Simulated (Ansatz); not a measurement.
**Errors in the atomisation enthalpy at 298 K**

6 molecules, all hydrocarbons; the atomisation enthalpy at 298 K in kJ/mol, computed less measured. Shapes, held fixed at every level: PBE0-D4/def2-TZVP. Flexible molecules stand in one conformer, not always the lowest. Thermal terms are harmonic and unscaled (PBE0-D4/def2-TZVP); the spin-orbit lowering of the free atoms is taken from their spectra. Programs: Ansatz 0.2.0. Measured values: Active Thermochemical Tables, CRC Handbook of Chemistry and Physics.

Levels: A = HF/def2-SVP; B = B3LYP-D4/def2-TZVPP; C = CCSD(T)/def2-TZVPP.

```json
{"molecule": "C4H6 (SMILES C1=CCC1)", "from tabulated heats": "4019", "A": "-1018", "B": "-10", "C": "-109"}
{"molecule": "C4H8 (cyclobutane)", "from tabulated heats": "4584", "A": "-1112", "B": "-5", "C": "-105"}
{"molecule": "C5H8 (1,2-pentadiene)", "from tabulated heats": "5188", "A": "-1286", "B": "+11", "C": "-132"}
{"molecule": "C5H10 (cis-2-pentene)", "from tabulated heats": "5792", "A": "-1385", "B": "+7", "C": "-133"}
{"molecule": "C5H10 (1,1-dimethylcyclopropane)", "from tabulated heats": "5773", "A": "-1391", "B": "-4", "C": "-134"}
{"molecule": "C6H10 (1-methylcyclopentene)", "from tabulated heats": "6485", "A": "-1569", "B": "-7", "C": "-159"}
```

**Question.** Sum up the errors.

**Answer.** 
| level | kind | mean error | mean absolute error | worst case |
| --- | --- | --- | --- | --- |
| HF/def2-SVP | Hartree–Fock | -1293.5 | 1293.5 | C6H10 |
| B3LYP-D4/def2-TZVPP | global hybrid | -1.3 | 7.3 | C5H8 |
| CCSD(T)/def2-TZVPP | coupled cluster or CI | -128.7 | 128.7 | C6H10 |

On this set B3LYP-D4/def2-TZVPP has the smallest mean absolute error and HF/def2-SVP the largest. HF/def2-SVP is too low in 6 of 6; B3LYP-D4/def2-TZVPP is too low in 4 of 6; CCSD(T)/def2-TZVPP is too low in 6 of 6. For HF/def2-SVP and CCSD(T)/def2-TZVPP the error grows with the size of the molecule. Hartree–Fock lacks correlation and underbinds. Correlated wave functions converge slowly with the basis. The set is small.
